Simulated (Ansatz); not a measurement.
Wanted: the native input for an Ansatz 0.2.0 run.

```
Task                : single point
Functional          : PBE
Potentials or basis : Ansatz PAW
Cutoff              : 420 eV (not typed: the program's choice for these potentials)
k mesh              : 9 × 9 × 9
Occupations         : gaussian, width 0.1 eV
Spin                : no spin polarisation
```

The system is Bi.

```xyz
1
Lattice="-1.9814 1.9814 1.9814 1.9814 -1.9814 1.9814 1.9814 1.9814 -1.9814" Properties=species:S:1:pos:R:3 pbc="T T T"
Bi    0.0000    0.0000    0.0000
```

This isn't the form of Bi at room conditions, which is rhombohedral.

The input as run:

input.yaml

```yaml
crystal:
  lattice:
    - [-1.9814305318, 1.9814305318, 1.9814305318]
    - [1.9814305318, -1.9814305318, 1.9814305318]
    - [1.9814305318, 1.9814305318, -1.9814305318]
  atoms:
    - { symbol: Bi, position: [0.0, 0.0, 0.0] }
hamiltonian:
  xc: pbe
  pseudopotentials: { kind: paw }
kpoints:
  mp_grid: { grid: [9, 9, 9] }
scf:
  occupations: { method: gaussian, width: 0.1 }
output:
  forces: true
  stress: true
  eigenvalues: true
```

Potentials or basis: Ansatz PAW.

Run with:

```console
$ ansatz run input.yaml --threads 2 --pin off --max-ram 5632MiB --backend cpu --events-out ev --progress --plain --runs-dir out
```

Results of the run:

```
Pressure               : 0.9 GPa
Band gap on the k mesh : none (metal or under the smearing width)
```

Caveat: spin-orbit coupling is left out, which moves the levels of the heavy elements.

Wall time 0.79 s on 2 threads of Intel(R) Xeon(R) Processor @ 2.70GHz, with other jobs on the host, peak memory 0.3 GiB.
